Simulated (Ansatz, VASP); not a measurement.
## KBr in VASP and in Ansatz

```
K Br
1.0
     0.00000    3.30225    3.30225
     3.30225    0.00000    3.30225
     3.30225    3.30225    0.00000
K Br
1 1
Cartesian
  0.0000 0.0000 0.0000
  3.3022 3.3022 3.3022
```

The cell was built by a generator and needn't be a form met in nature.

Alike in both runs: task single point; functional PBE; k mesh 6 × 6 × 6; occupations fermi-dirac, width 0.02 eV; no spin polarisation.

```csv
,VASP,Ansatz
version,VASP 6.6.1,Ansatz 0.2.0
potentials or method,"VASP PAW PBE potentials, release 64 (K_sv, Br)","plane waves, PAW"
plane-wave cutoff (eV),520,420
valence electrons in the cell,16,16
```

```tsv
	VASP	Ansatz	Ansatz less VASP
gap on the k mesh at the Fermi level (eV)	4.43	4.43	+0.002
pressure (GPa)	0.7	0.7	-0.04
```

As with any semilocal functional, this PBE gap is likely too small.
